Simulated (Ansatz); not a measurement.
# Mo: the cost of one run

Program: Ansatz 0.2.0. Level of theory: DFT PBE, scalar-relativistic, plane waves, PAW. These are calculated values, not measurements.

The COD entry's cell or inner coordinates are ideal or old and differ from later refinements, so a difference from it is no clean test against experiment.

3 further runs of the same task are left out: 2 that didn't finish, 1 set aside as unsound or not needed.

### Step 1. Starting point

The structure is cubic, space group Im-3m (No. 229). The conventional cell has a = 3.160 Å, b = 3.160 Å, c = 3.160 Å, α = 90.00°, β = 90.00°, γ = 90.00°. Mo (site symmetry m-3m) is surrounded by 8 Mo at 2.74 Å.

Structure file:

```cif
data_structure
_symmetry_space_group_name_H-M 'Im-3m'
_symmetry_Int_Tables_number 229
_cell_length_a 3.1604
_cell_length_b 3.1604
_cell_length_c 3.1604
_cell_angle_alpha 90.000
_cell_angle_beta 90.000
_cell_angle_gamma 90.000
_cell_volume 31.57
loop_
_atom_site_label
_atom_site_type_symbol
_atom_site_symmetry_multiplicity
_atom_site_Wyckoff_symbol
_atom_site_fract_x
_atom_site_fract_y
_atom_site_fract_z
_atom_site_occupancy
Mo1 Mo 2 a 0.00000 0.00000 0.00000 1
```

This cell was relaxed beforehand with the same method: volume 15.78 Å³/atom, gap on the mesh none (metal).

### Step 2. The undisturbed cell

input.yaml

```yaml
crystal:
  lattice:
    - [-1.5802194356, 1.5802194356, 1.5802194356]
    - [1.5802194356, -1.5802194356, 1.5802194356]
    - [1.5802194356, 1.5802194356, -1.5802194356]
  atoms:
    - { symbol: Mo, position: [0.0, 0.0, 0.0] }
basis:
  ecutwfc: 420
kpoints:
  mp_grid: { grid: [26, 26, 26] }
hamiltonian:
  xc: pbe
scf:
  occupations: { method: gaussian, width: 0.15 }
output:
  forces: true
  stress: true
  eigenvalues: true
```

Command:

```bash
> ansatz run input.yaml --threads 1 --pin off --max-ram 2560MiB --backend cpu --events-out ev --progress --plain --runs-dir out
```

What time and memory should one allow on 1 thread of Intel Xeon 6975P-C (Granite Rapids), shared host?

About 2.2 s, with a peak of 0.43 GiB.
